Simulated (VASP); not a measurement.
# MoTe₂, electric field gradients: which settings are enough?

MoTe₂, P6_3/mmc (no. 194), 6 atoms in the cell. PBE, electric field gradients; PAW potentials Te, Mo_sv (PBE set). VASP 6.6.1.

Wanted: Vzz within 1 %; asymmetry within 0.03.

POSCAR:
```
Te2Mo
1.0
    3.5182000000      0.0000000000      0.0000000000
   -1.7591000000      3.0468505756      0.0000000000
    0.0000000000      0.0000000000     13.9736000000
Te Mo
4 2
Direct
    0.6666666667      0.3333333333      0.3790000000
    0.3333333333      0.6666666667      0.8790000000
    0.6666666667      0.3333333333      0.1210000000
    0.3333333333      0.6666666667      0.6210000000
    0.6666666667      0.3333333333      0.7500000000
    0.3333333333      0.6666666667      0.2500000000
```

The series start from ENCUT (eV): 400; k mesh: 7 × 7 × 2; EDIFF (eV): 1e-7; PREC: Accurate; LREAL: no; ALGO: Normal. Each series keeps the choices made before it, and each single choice may use up half of a tolerance.

## ENCUT (eV)

| ENCUT (eV) | Vzz, largest deviation against the largest value | Asymmetry, largest deviation | SCF iterations | Time (s) |
|---|---|---|---|---|
| 250 | 0.041 % | 0.000 | 17 | 25 |
| 350 | 0.0078 % | 0.000 | 18 | 35 |
| 400 | 0.013 % | 0.000 | 18 | 34 |
| 450 | 0.01 % | 0.000 | 18 | 37 |
| 500 | 0.0084 % | 0.000 | 18 | 54 |
| 650 (reference) | 0 % | 0.000 | 18 | 60 |

Chosen: 250, the loosest value from which every tighter one stays within half of the tolerance.

## k mesh

| k mesh | Vzz, largest deviation against the largest value | Asymmetry, largest deviation | SCF iterations | Time (s) |
|---|---|---|---|---|
| 3 × 3 × 1 | 24 % | 0.000 | 17 | 9.9 |
| 5 × 5 × 1 | 0.92 % | 0.000 | 18 | 12 |
| 6 × 6 × 2 | 0.42 % | 0.000 | 17 | 15 |
| 7 × 7 × 2 | 0.26 % | 0.000 | 17 | 25 |
| 8 × 8 × 2 | 0.15 % | 0.000 | 17 | 15 |
| 10 × 10 × 3 (reference) | 0 % | 0.000 | 17 | 22 |

Chosen: 6 × 6 × 2.

## EDIFF (eV)

| EDIFF (eV) | Vzz, largest deviation against the largest value | Asymmetry, largest deviation | SCF iterations | Time (s) |
|---|---|---|---|---|
| 0.0001 | 0.1 % | 0.000 | 13 | 11 |
| 1e-5 | 0.021 % | 0.000 | 14 | 13 |
| 1e-6 | 0.0034 % | 0.000 | 16 | 15 |
| 1e-7 | 0.00056 % | 0.000 | 17 | 15 |
| 1e-8 (reference) | 0 % | 0.000 | 21 | 16 |

Chosen: 0.0001.

## PREC

| PREC | Vzz, largest deviation against the largest value | Asymmetry, largest deviation | SCF iterations | Time (s) |
|---|---|---|---|---|
| Accurate | 0 % | 0.000 | 13 | 11 |
| Normal | 0.13 % | 0.008 | 13 | 9.7 |

Chosen: Accurate; no other choice that stays within half of the tolerance saves 30 % of the time.

## LREAL

| LREAL | Vzz, largest deviation against the largest value | Asymmetry, largest deviation | SCF iterations | Time (s) |
|---|---|---|---|---|
| no | 0 % | 0.000 | 13 | 11 |
| Auto | 0.0045 % | 0.000 | 13 | 16 |

Chosen: no.

## ALGO

| ALGO | Vzz, largest deviation against the largest value | Asymmetry, largest deviation | SCF iterations | Time (s) |
|---|---|---|---|---|
| Normal | 0 % | 0.000 | 13 | 11 |
| Fast | 0.32 % | 0.000 | 13 | 11 |
| All | 0.081 % | 0.000 | 18 | 14 |

Chosen: Normal.

## All choices together

| Input | Vzz, largest deviation against the largest value | Asymmetry, largest deviation | Time (s) |
|---|---|---|---|
| defaults, on a 6 × 6 × 2 mesh (naive) | 1.6 % | 0.008 | 7.7 |
| chosen settings | 0.56 % | 0.000 | 11 |
| reference settings throughout | 0 % | 0.000 | 72 |

The tolerance is met.

Values of the reference run: Vzz: -179.1, -179.1, -179.1, -179.1, -73.11, -73.11 V/A^2; Asymmetry: 0, 0, 0, 0, 0, 0 asymmetry, 0 where Vzz is under 0.3 V/A^2.

## The input

INCAR:
```
  GGA = PE
  PREC = Accurate
  ENCUT = 250
  EDIFF = 1E-4
  LREAL = False
  LASPH = True
  ALGO = Normal
  NELM = 120
  LWAVE = False
  LCHARG = False
  ISMEAR = 0
  SIGMA = 0.02
  LEFG = True
  QUAD_EFG = 0 -22
  KPAR = 4
```

KPOINTS:
```
Automatic mesh
0
Gamma
  6 6 2
  0 0 0
```

Commands:
```
cat potpaw_PBE.64/Te/POTCAR potpaw_PBE.64/Mo_sv/POTCAR > POTCAR
mpirun -np 4 vasp_std > vasp.out
```

The chosen input took VASP 6.6.1 11 s on 4 cores (AMD EPYC 7R43 (Zen 3)), a shared host.

## An input that fails: one k point for a small cell

It runs to its end, but against the unchanged starting input it is off by 198 % in the Vzz, 0.000 in the asymmetry.

k mesh: 7 × 7 × 2 becomes 1 × 1 × 1.

Changes against the starting input:
```
- KPAR = 4
```
